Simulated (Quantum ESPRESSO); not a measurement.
Runs of Quantum ESPRESSO 7.5 on Rh. Symmetry: P6_3/mmc, No. 194, hexagonal system. Conventional cell: a = 2.731 Å, b = 2.731 Å, c = 4.428 Å, α = 90.00°, β = 90.00°, γ = 120.00°. Around Rh (site symmetry -6m2) lie 12 Rh at 2.72 to 2.73 Å. This isn't the form of Rh at room conditions, which is fcc.

```csv
level,potentials or basis,cell,cutoff (eV),ASE optimiser,dispersion computed by,most ionic steps,forc conv thr,etot conv thr,gap on the mesh (eV),pressure (GPa),relaxed volume (Å³/atom)
PBEsol+D4,GBRV 1.5 PBEsol,relaxed,612,LBFGS,dftd4 4.3.1 through ASE,-,-,-,none,0.0,(a)
PBEsol,PseudoDojo 0.4 SR PBEsol stringent,relaxed to 0.3 kbar,1197,-,-,40,0.0004 Ry/bohr,1e-05 Ry,none,-0.1,-
PBEsol+rVV10,GBRV 1.5 PBEsol,relaxed,612,LBFGS,-,-,-,-,none,0.0,13.31
PBEsol,PseudoDojo 0.4.1 SR PBEsol standard,relaxed to 0.3 kbar,1197,-,-,40,0.0004 Ry/bohr,1e-05 Ry,none,-0.1,-
PBEsol+D3(BJ),GBRV 1.5 PBEsol,relaxed,612,FIRE,-,-,-,-,none,-0.1,13.35
```

Alike in all rows: task relaxation of cell and atoms; no spin polarisation; k mesh 11 × 11 × 6; smearing fermi-dirac 0.05 eV.

Estimate the missing entries.

(a) 13.36.

Caveats: pairwise dispersion overbinds metals, which lowers pressure and volume (some runs); rVV10's parameter b was fitted to another functional (some runs).

A k mesh can miss the band edges, and the runs leave out spin-orbit coupling on Rh.

A gap of «none» marks a metal or a gap under the smearing width.

The runs don't all hold the same shells in valence.
